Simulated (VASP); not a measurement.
# Ca (Immm) in VASP: a series of runs

Runs on Ca. Level: PBE. Tasks: single point.

All numbers are computed with VASP 6.6.1; they aren't measurements. Logs are shortened: lines on timing, memory, paths and dates and some standing lists are left out, and cuts for length are marked.

### 1 The structure

It takes space group Immm (No. 71, orthorhombic). Conventional cell: a = 4.193 Å, b = 4.203 Å, c = 4.891 Å, α = 90.00°, β = 90.00°, γ = 90.00°. Ca (site symmetry mmm) is surrounded by 12 Ca at 3.85 to 4.20 Å.

This isn't the form of Ca at room conditions, which is fcc.

### 2 Single point, PBE

The input, INCAR:

```
PREC     = Accurate       # precision mode
ENCUT    = 400            # plane-wave cutoff, eV
EDIFF    = 1E-6           # SCF threshold, eV
ISMEAR   = 1              # smearing method
SIGMA    = 0.1            # smearing width, eV
LREAL    = Auto         
LASPH    = True           # aspherical terms in the spheres
NELM     = 100            # most SCF steps
ALGO     = Normal         # electronic algorithm
ISIF     = 2              # what is computed and relaxed
LWAVE    = False          # write WAVECAR
LCHARG   = False          # write CHGCAR
GGA      = PE             # functional
ADDGRID  = False
```

The input, KPOINTS:

```
Automatic mesh
0
Gamma
  12 12 12
```

The input, POSCAR:

```
Ca
1.0
   -2.1296130000      2.1366080000      2.5183870000
    2.0452440000     -2.1127450000      2.4255450000
    2.0940060000      2.0772270000     -2.4978770000
Ca
1
Direct
    0.5036690000      0.4760610000     -0.0172770000
```

Potentials or basis: VASP PAW PBE potentials, release 64 (Ca_pv).

On the command line:

```sh
$ cat potpaw_PBE.64/Ca_pv/POTCAR > POTCAR
$ mpirun -np 1 vasp_std > vasp.out
```

OUTCAR:

```text
PREC = Accurate
   ENCUT = 400
   EDIFF = 1E-6
   ISMEAR = 1
   LREAL = Auto
   LASPH = True
   NELM = 100
   ISIF = 2
   GGA = PE

 Found    868 irreducible k-points:

 Following reciprocal coordinates:
            Coordinates               Weight
  0.000000  0.000000  0.000000      1.000000
  0.083333  0.000000  0.000000      2.000000
  0.166667 -0.000000  0.000000      2.000000
  0.250000 -0.000000  0.000000      2.000000
  0.333333 -0.000000  0.000000      2.000000
  0.416667  0.000000  0.000000      2.000000
   k-points           NKPTS =    868   k-points in BZ     NKDIM =    868   number of bands    NBANDS=      8
   number of dos      NEDOS =    301   number of ions     NIONS =      1
   total plane-waves  NPLWV =  21952
   dimension x,y,z NGX =    28 NGY =   28 NGZ =   28
   dimension x,y,z NGXF=    56 NGYF=   56 NGZF=   56
   ions per type =               1
   NGX,Y,Z   is equivalent  to a cutoff of  11.85, 12.21, 12.04 a.u.
   NGXF,Y,Z  is equivalent  to a cutoff of  23.69, 24.42, 24.09 a.u.
 SYSTEM =  unknown system
   PREC   = accura    normal or accurate (medium, high low for compatibility)
   ISTART =      0    job   : 0-new  1-cont  2-samecut
   ICHARG =      2    charge: 1-file 2-atom 10-const
   ISPIN  =      1    spin polarized calculation?
   LNONCOLLINEAR =      F non collinear calculations
   LSORBIT =      F    spin-orbit coupling
   LASPH  =      T    aspherical Exc in radial PAW
   ENCUT  =  400.0 eV  29.40 Ry    5.42 a.u.   6.41  6.22  6.30*2*pi/ulx,y,z
   NELM   =    100;   NELMIN=  2; NELMDL= -5     # of ELM steps
   EDIFF  = 0.1E-05   stopping-criterion for ELM
   LREAL  =      T    real-space projection
   EDIFFG = 0.1E-04   stopping-criterion for IOM
   NSW    =      0    number of steps for IOM
[... 5 lines left out ...]
   TEBEG  =    0.0;   TEEND  =   0.0 temperature during run
   PSTRESS=    0.0 pullay stress
   NELECT =       8.0000    total number of electrons
   NUPDOWN=      -1.0000    fix difference up-down
   EMIN   =  10.00;   EMAX   =-10.00  energy-range for DOS
   EFERMI =   0.00;   METHOD = LEGACY
   ISMEAR =     1;   SIGMA  =   0.10  broadening in eV -4-tet -1-fermi 0-gaus
   EFERMI_NEDOS =   21; number of points for ismear=-14 and -15
   IALGO  =     38    algorithm
   IMIX   =      4    mixing-type and parameters
     AMIX     =   0.40;   BMIX     =  1.00
     AMIX_MAG =   1.60;   BMIX_MAG =  1.00
  volume/ion in A,a.u.               =      43.10       290.85
  Fermi-wavevector in a.u.,A,eV,Ry     =   0.933859  1.764737 11.865531  0.872092
  Thomas-Fermi vector in A             =   2.060604
   LORBIT       =      0    0 simple, 1 ext, 2 COOP (PROOUT), +10 PAW based schemes
   GGA     = PE    functional components
   LHFCALC =     F    Hartree Fock is set to
   AEXX    =    0.0000 exact exchange contribution
   IVDW    =     0    specifies the selected vdW correction
   LEPSILON=     F    determine dielectric tensor
   LRPA    =     F    only Hartree local field effects (RPA)
 non-spin polarized calculation
 Methfessel and Paxton  Order N= 1 SIGMA  =   0.10
  energy-cutoff  :      400.00
  volume of cell :       43.10
 maximum number of plane-waves:       795
 NGX is ok and might be reduce to    28

 number of electron       8.0000001 magnetization

 Free energy of the ion-electron system (eV)
  ---------------------------------------------------
  ext. energy  EPLUGINS =         0.00000000
  ---------------------------------------------------
  free energy    TOTEN  =        -1.90589314 eV

  energy without entropy =       -1.90523057  energy(sigma->0) =       -1.90567229

 E-fermi :   2.1373     XC(G=0):  -7.6331

 val. band max:        2.1352645254   @ k =   0.3333   0.2500   0.0833
 cond. band min:       2.1373834800   @ k =   0.0833   0.3333   0.2500
 fundamental gap:      0.0021189546
 Fermi energy:         2.1373087460

 k-point     1 :       0.0000    0.0000    0.0000
  band No.  band energies     occupation
      1     -20.8691      2.00000
      2     -20.8631      2.00000
      3     -20.8518      2.00000
      4      -1.8719      2.00000
      5       4.2175      0.00000
      6       4.3441      0.00000
      7       4.9495      0.00000
      8       4.9789      0.00000

 k-point     2 :       0.0833    0.0000    0.0000
  band No.  band energies     occupation
      1     -20.8720      2.00000
      2     -20.8682      2.00000
      3     -20.8546      2.00000
      4      -1.7562      2.00000
      5       4.1717      0.00000
      6       4.3562      0.00000
      7       4.9355      0.00000
      8       4.9583      0.00000

 k-point     3 :       0.1667   -0.0000    0.0000
  band No.  band energies     occupation
      1     -20.8923      2.00000
      2     -20.8755      2.00000
      3     -20.8569      2.00000
      4      -1.4166      2.00000
      5       3.9476     -0.00000
      6       4.3315      0.00000
      7       4.9154      0.00000
      8       5.0599      0.00000

 k-point     4 :       0.2500   -0.0000    0.0000
  band No.  band energies     occupation
      1     -20.9244      2.00000
      2     -20.8830      2.00000
      3     -20.8578      2.00000
      4      -0.8763      2.00000
      5       3.5251     -0.00000
      6       4.2053      0.00000
      7       4.9474      0.00000
      8       5.3580      0.00000

 k-point     5 :       0.3333   -0.0000    0.0000
  band No.  band energies     occupation
      1     -20.9566      2.00000
      2     -20.8905      2.00000
      3     -20.8583      2.00000
      4      -0.1785      2.00000
      5       2.9895     -0.00000
      6       4.0497     -0.00000
      7       4.9380      0.00000
      8       5.6758      0.00000

 k-point     6 :       0.4167    0.0000    0.0000
  band No.  band energies     occupation
      1     -20.9800      2.00000
      2     -20.8960      2.00000
      3     -20.8587      2.00000
      4       0.5961      2.00000
      5       2.3802     -0.00317
      6       3.9340     -0.00000
      7       4.8849      0.00000
      8       5.7985      0.00000

 [... further k-points ...]
[... 5 lines left out ...]
  --------------------------------------------------------------------------------------
  -------------------------------------------------------------------------------------
  Total       -0.1306946     -0.1624667     -0.0396793      0.0421298     -0.0301508      0.0982781
  in kB       -4.8584450     -6.0395395     -1.4750377      1.5661336     -1.1208266      3.6533926
  external PRESSURE =      -4.1243407 kB  Pullay stress =       0.0000000 kB

 VOLUME and BASIS-vectors are now :
 -----------------------------------------------------------------------------
  energy-cutoff  :      400.00
  volume of cell :       43.10
      direct lattice vectors                 reciprocal lattice vectors
    -2.129613000  2.136608000  2.518387000     0.005544617  0.236380961  0.201221828
     2.045244000 -2.112745000  2.425545000     0.245206417  0.001067158  0.206447491
     2.094006000  2.077227000 -2.497877000     0.243696023  0.239358134  0.003003396

 POSITION                                       TOTAL-FORCE (eV/Angst)
 -----------------------------------------------------------------------------------
      1.95887      2.11169     -0.03158         0.000000     -0.000000      0.000000
 -----------------------------------------------------------------------------------
    total drift:                               -0.000001      0.000007      0.000008

  FREE ENERGIE OF THE ION-ELECTRON SYSTEM (eV)
  ---------------------------------------------------
  free  energy   TOTEN  =        -1.9058931447 eV

  energy  without entropy=       -1.9052305730  energy(sigma->0) =       -1.90567229
```

Run time: 2.9 min. Hardware: 1 thread of Intel Xeon Platinum 8488C (Sapphire Rapids), shared host; peak memory 0.25 GiB.

The run converged, but some of its settings lie outside the range that counts as converged, so its numbers aren't taken as properties of the crystal.

Results:

| Quantity | Value |
| --- | --- |
| Free energy | -1.9059 eV |
| Pressure | -0.4 GPa |
| Band gap on the k mesh | none (metal or under the smearing width) |

### 3 Single point, PBE

This run uses another cell than the first one, of the same volume but with other edges.

INCAR, as its differences from that of step 2:

```diff
@@ -2,6 +2,6 @@
 ENCUT    = 400            # plane-wave cutoff, eV
-EDIFF    = 1E-6           # SCF threshold, eV
+EDIFF    = 0.01           # SCF threshold, eV
 ISMEAR   = 1              # smearing method
 SIGMA    = 0.1            # smearing width, eV
-LREAL    = Auto         
+LREAL    = False          # projectors in reciprocal space
 LASPH    = True           # aspherical terms in the spheres
```

KPOINTS is that of step 2.

The input, POSCAR:

```
Ca
1.0
   -2.0964874600      2.1017318100      2.4453524600
    2.0964874600     -2.1017318100      2.4453524600
    2.0964874600      2.1017318100     -2.4453524600
Ca
1
Direct
    0.5000000000      0.5000000000      0.0000000000
```

Potentials or basis: VASP PAW PBE potentials, release 64 (Ca_pv).

On the command line:

```sh
$ cat potpaw_PBE.64/Ca_pv/POTCAR > POTCAR
$ mpirun -np 1 vasp_std > vasp.out
```

Wall time 16 s (1 thread of Intel Xeon Platinum 8488C (Sapphire Rapids), shared host); peak memory 0.2 GiB.

The run converged, but some of its settings lie outside the range that counts as converged, so its numbers aren't taken as properties of the crystal.

Results:

* Free energy: -1.9026 eV
* Pressure: -3.0 GPa
* Band gap on the k mesh: none (metal or under the smearing width)

### 4 Single point, PBE

INCAR is that of step 3.

KPOINTS is that of step 3.

The input, POSCAR:

```
Ca
1.0
   -2.1296130000      2.1366080000      2.5183870000
    2.0452440000     -2.1127450000      2.4255450000
    2.0940060000      2.0772270000     -2.4978770000
Ca
1
Direct
    0.5036690000      0.4760610000     -0.0172770000
```

On the command line:

```sh
$ cat potpaw_PBE.64/Ca_pv/POTCAR > POTCAR
$ mpirun -np 1 vasp_std > vasp.out
```

Run time: 47 s. Hardware: 1 thread of Intel Xeon Platinum 8488C (Sapphire Rapids), shared host; peak memory 0.35 GiB.

These settings aren't checked as converged: the numbers below hold their error.

What came out:

```
Free energy            : -1.9016 eV
Pressure               : -3.0 GPa
Band gap on the k mesh : none (metal or under the smearing width)
```

### 5 The reference run

An earlier run on the cell as given: functional PBE; potentials or basis VASP PAW PBE potentials, release 64 (Ca_sv); cutoff 520 eV; k mesh 9 × 9 × 9; occupations fermi-dirac, width 0.05 eV; no spin polarisation.

* Pressure: -0.4 GPa
* Band gap on the k mesh: none (metal or under the smearing width)
